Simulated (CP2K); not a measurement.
Crystal: Nb.

```
Nb
1.0
     2.88205    0.00000    0.00000
    -0.96068    2.71722    0.00000
    -0.96068   -1.35861    2.35318
Nb
1
Direct
  0.00000 0.00000 0.00000
```

| Property | Result |
| --- | --- |
| Program | CP2K 2026.2 |
| Task | single point |
| Functional | PBEsol |
| Potentials or basis | POTENTIAL_UZH Nb GTH-PBE-q13; TZVP-MOLOPT-PBE-GTH basis |
| Density cutoff | 6123 eV |
| k mesh | 11 × 11 × 11 |
| Occupations | fermi-dirac, width 0.05 eV |
| Spin | no spin polarisation |

On this cell: pressure -6.4 GPa; band gap on the k mesh none (metal or under the smearing width).

The same run follows on a disturbed copy (cell strained at random at fixed volume):

```
CELL_PARAMETERS angstrom
2.87510 0.00000 0.00000
-0.95118 2.67061 0.00000
-0.95374 -1.40462 2.40003
ATOMIC_POSITIONS crystal
Nb 0.99711 0.99235 0.00528
```

Question: What does the disturbed cell give?

Answer: The energy (extrapolated to zero smearing) moves by +2.5 meV/atom; pressure -6.5 GPa; band gap on the k mesh none (metal or under the smearing width).

Stress tensor (GPa, compression positive):
```
-6.23  0.55 -0.64
 0.55 -5.78  0.81
-0.64  0.81 -7.51
```

Caveats: the potentials were made for another functional, which shifts forces and pressure; the basis of atomic orbitals isn't converged, which shifts pressures, moduli and gaps.
